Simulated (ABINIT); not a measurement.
TePb:

```
Pb Te
1.0
     4.00229    0.00000    0.00000
     0.00000    4.00229    0.00000
     0.00000    0.00000    4.00229
Pb Te
1 1
Direct
  0.00000 0.00000 0.00000
  0.50000 0.50000 0.50000
```

Measurements of this composition are mostly on another form, of space group No. 225.

Base run:

- Program: ABINIT 10.8.3 (patched build)
- Functional: PBE
- Potentials or basis: JTH PAW PBE v2.0
- Cutoff: 463 eV
- k mesh: 7 × 7 × 7
- Occupations: fermi-dirac, width 0.05 eV
- Spin: no spin polarisation

Its results: band gap on the k mesh none (metal or under the smearing width).

Q: The run is repeated on the same cell with these changes: k mesh from 7 × 7 × 7 to 3 × 3 × 3. What comes out?

A: Band gap on the k mesh 0.78 eV, indirect (least direct gap 2.09 eV).

Caveats: some runs use coarse meshes; spin-orbit coupling is left out, which moves the levels of the heavy elements (some runs); spin-orbit coupling is left out, which as a rule narrows the gap of such compounds by several tenths of an eV (some runs); an odd mesh through Γ misses points on the zone boundary, where band edges often lie (some runs).
